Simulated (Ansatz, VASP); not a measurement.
# Two plane-wave programs on CdSe

```
Cd Se
1.0
     0.00000    2.98762    2.98762
     2.98762    0.00000    2.98762
     2.98762    2.98762    0.00000
Cd Se
1 1
Direct
  0.00000 0.00000 0.00000
  0.75000 0.75000 0.75000
```

Alike in both runs: functional LDA; k mesh 6 × 6 × 6; no spin polarisation.

Ansatz relaxed the structure, and its values are those at the end. VASP's run is a single point on that final structure, the one shown.

|  | VASP | Ansatz |
| --- | --- | --- |
| version | VASP 6.6.1 | Ansatz 0.2.0 |
| potentials or method | VASP PAW LDA potentials, release 64 (Cd, Se) | PAW with Ansatz's default frozen-core files, scalar-relativistic |
| plane-wave cutoff (eV) | 520 | 420 |
| occupations | gaussian, width 0.01 eV | fixed |
| valence electrons in the cell | 18 | 36 |

```csv
,VASP,Ansatz,Ansatz less VASP
gap on the k mesh at the Fermi level (eV),0.47,0.43,-0.035
pressure (GPa),1.5,1.0,-0.53
```

The two sets of potentials don't hold the same shells in valence.
